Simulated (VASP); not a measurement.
A run of VASP 6.6.1 is set up as follows.

Contents of POSCAR:

```
MoP
1.0
    3.2230000000      0.0000000000      0.0000000000
   -1.6115000000      2.7911998764      0.0000000000
    0.0000000000      0.0000000000      3.1910000000
Mo P
1 1
Direct
    0.0000000000      0.0000000000      0.0000000000
    0.3333333333      0.6666666667      0.5000000000
```

Contents of INCAR.step1:

```
SYSTEM = MoP
PREC = Accurate
ENCUT = 520
EDIFF = 1E-6
ISMEAR = -1
SIGMA = 0.05
LREAL = .FALSE.
LASPH = .TRUE.
NELM = 80
ALGO = Normal
ISIF = 2
LWAVE = .FALSE.
LCHARG = .TRUE.
LNONCOLLINEAR = .TRUE.
MAGMOM = 0 0 1 0 0 0
LORBIT = 11
LSORBIT = .TRUE.
GGA_COMPAT = .FALSE.
LORBMOM = .TRUE.
LMAXMIX = 4
GGA = B5
ALDAX = 1.0
AGGAX = 1.0
AGGAC = 1.0
ALDAC = 0.0
```

The input KPOINTS.step1:

```
regular mesh
0
G
  7 7 6
  0 0 0
```

Contents of INCAR.step2:

```
SYSTEM = MoP
PREC = Accurate
ENCUT = 520
EDIFF = 1E-6
ISMEAR = 0
SIGMA = 0.05
LREAL = .FALSE.
LASPH = .TRUE.
NELM = 80
ALGO = Normal
ISIF = 2
LWAVE = .FALSE.
LCHARG = .FALSE.
LNONCOLLINEAR = .TRUE.
MAGMOM = 0 0 1 0 0 0
LORBIT = 11
LSORBIT = .TRUE.
GGA_COMPAT = .FALSE.
LORBMOM = .TRUE.
LMAXMIX = 4
GGA = B5
ALDAX = 1.0
AGGAX = 1.0
AGGAC = 1.0
ALDAC = 0.0
ICHARG = 11
```

The input KPOINTS.step2:

```
path GMKGALHA,LM,KH
10
line-mode
reciprocal
 0.0000000000  0.0000000000  0.0000000000  G
 0.5000000000  0.0000000000  0.0000000000  M

 0.5000000000  0.0000000000  0.0000000000  M
 0.3333333333  0.3333333333  0.0000000000  K

 0.3333333333  0.3333333333  0.0000000000  K
 0.0000000000  0.0000000000  0.0000000000  G

 0.0000000000  0.0000000000  0.0000000000  G
 0.0000000000  0.0000000000  0.5000000000  A

 0.0000000000  0.0000000000  0.5000000000  A
 0.5000000000  0.0000000000  0.5000000000  L

 0.5000000000  0.0000000000  0.5000000000  L
 0.3333333333  0.3333333333  0.5000000000  H

 0.3333333333  0.3333333333  0.5000000000  H
 0.0000000000  0.0000000000  0.5000000000  A

 0.5000000000  0.0000000000  0.5000000000  L
 0.5000000000  0.0000000000  0.0000000000  M

 0.3333333333  0.3333333333  0.0000000000  K
 0.3333333333  0.3333333333  0.5000000000  H
```

Potentials or basis: VASP PAW PBE potentials, release 64 (Mo_sv, P).

Run with:

```sh
$ cat potpaw_PBE.64/Mo_sv/POTCAR potpaw_PBE.64/P/POTCAR > POTCAR
$ cp INCAR.step1 INCAR
$ cp KPOINTS.step1 KPOINTS
$ mpirun -np 1 vasp_ncl > vasp.out
$ cp INCAR.step2 INCAR
$ cp KPOINTS.step2 KPOINTS
$ mpirun -np 1 vasp_ncl > vasp.out
```

Task: Estimate the net moment.

Result: 0.00 μB per cell.

Moments on the atoms (μB; x, y, z):
```
Mo   0.00  0.00 -0.02
P    0.00  0.00  0.00
```
